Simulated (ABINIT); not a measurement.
The system is HfO2.

```
CELL_PARAMETERS angstrom
0.00000 2.55750 2.55750
2.55750 0.00000 2.55750
2.55750 2.55750 0.00000
ATOMIC_POSITIONS crystal
Hf 0.00000 0.00000 0.00000
O 0.75000 0.75000 0.75000
O 0.25000 0.25000 0.25000
```

Measurements of this composition are mostly on another form, of space group No. 14.

Base run:

| Quantity | Value |
| --- | --- |
| Program | ABINIT 10.8.3 (patched build) |
| Functional | LDA |
| Potentials or basis | PseudoDojo NC SR LDA v0.4.1 standard |
| Cutoff | 952 eV |
| k mesh | 7 × 7 × 7 |
| Occupations | fermi-dirac, width 0.05 eV |
| Spin | no spin polarisation |

Its results: band gap on the k mesh 3.74 eV, indirect (least direct gap 3.92 eV).

Problem. The run is repeated on the same cell with these changes: functional from LDA to PBE; potentials or basis from PseudoDojo NC SR LDA v0.4.1 standard to PseudoDojo NC SR PBE v0.4.1 standard. What comes out?

Solution. Band gap on the k mesh 3.95 eV, indirect (least direct gap 4.11 eV).

Caveats: spin-orbit coupling is left out, which moves the levels of the heavy elements; an odd mesh through Γ misses points on the zone boundary, where band edges often lie.
